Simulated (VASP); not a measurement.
Here is a VASP 6.6.1 calculation.

Contents of INCAR:

```
PREC = Accurate
ENCUT = 450
EDIFF = 1E-6
ISMEAR = 0
SIGMA = 0.05
LREAL = False
LASPH = True
NELM = 150
ALGO = Normal
ISIF = 2
LWAVE = False
LCHARG = False
LNONCOLLINEAR = True
MAGMOM = 0 0 4 0 0 4 0 0 0 0 0 0
LORBIT = 11
LSORBIT = True
GGA_COMPAT = False
LORBMOM = True
LMAXMIX = 4
LDAU = True
LDAUTYPE = 2
LDAUL = 2 -1
LDAUU = 4 0
LDAUJ = 0 0
LDAUPRINT = 1
GGA = PS
NBANDS = 42
ISYM = 0
```

Contents of KPOINTS:

```
Automatic mesh
0
Gamma
  9 9 7
```

Contents of POSCAR:

```
FeO
1.0
    1.5176821100      0.8762341800      2.5157945800
   -1.5176821100     -0.8762341700      5.0315891600
    0.0000000000     -3.5049367000      5.0315891600
Fe O
2 2
Direct
    0.0000000000      0.0000000000      0.0000000000
    0.0000000000      0.0000000000      0.5000000000
    0.5000000000      0.5000000000      0.0000000000
    0.5000000000      0.5000000000      0.5000000000
```

Potentials or basis: VASP PAW PBE potentials, release 64 (Fe, O).

Run with:

```console
$ cat potpaw_PBE.64/Fe/POTCAR potpaw_PBE.64/O/POTCAR > POTCAR
$ mpirun -np 1 vasp_ncl > vasp.out
```

Q: What does it give for the net moment?

A: 8.00 μB per cell.

Moments on the atoms (μB; x, y, z):
```
Fe   0.00 -0.01  3.76
Fe   0.00  0.00  3.76
O    0.00  0.00  0.18
O    0.00  0.00  0.18
```

 The state reached can hang on the start; a lower one may exist.
